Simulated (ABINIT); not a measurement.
An input for ABINIT 10.8.3 (BN (P6_3mc)):

```
acell 3*1.0 Angstrom
rprim 
  2.536000000002 -0.000000000000 0.000000000000
  -1.268000000000 2.196240423999 0.000000000000
  0.000000000000 0.000000000000 4.199000000000
ntypat 2
znucl 5 7
natom 4
typat 1 1 2 2
xred 
  0.666666666667 0.333333333333 0.000000000000
  0.333333333333 0.666666666667 0.500000000000
  0.666666666667 0.333333333333 0.375000000000
  0.333333333333 0.666666666667 0.875000000000
pp_dirpath "pseudos"
pseudos "B.upf, N.upf"
ecut 45
ngkpt 9 9 6
nshiftk 1
shiftk 0 0 0
kptopt 1
chksymbreak 0
nband 14
occopt 1
tolvrs 1e-10
nstep 60
prtwf 0
optforces 0
optstress 0
indata_prefix "in"
outdata_prefix "out"
tmpdata_prefix "tmp"
```

The database entry behind the starting cell has ideal inner coordinates that were not refined, so it need not match the best structure at ambient conditions.

```sh
OMP_NUM_THREADS=1 mpirun -n 4 abinit run.abi > log
```

How long will it take on 4 MPI ranks of Arm Neoverse N1, shared host, and how much memory?

It took 19 s; on shared hardware allow 9.6 s to 38 s. Peak host memory was 0.28 GiB.

[Paths, hosts, dates, memory and timing lines, banners, echoed tables and standing remarks are left out of the program output.]

[Logs are printed without paths, hosts, clocks, repeated set-up lines and the standing remarks that a program may print on its own settings, such as how far it seeks lower states.]

[Runs of the session that timed out or met a known fault of the program may be left out.]

[Hosts, paths, dates, database ids (printed as entryN), source tags and the programs' standing remarks are cut or masked in the printed files.]

[G0W0 gaps are taken among the corrected bands and points alone; a level outside them can change the order at an edge.]

[Where Ansatz stands beside ABINIT at settings called matched, ABINIT's density can come from a denser mesh and the files from another edition; pairs whose starting gaps differed by over 0.03 eV were left out, so agreement reads better than it is.]
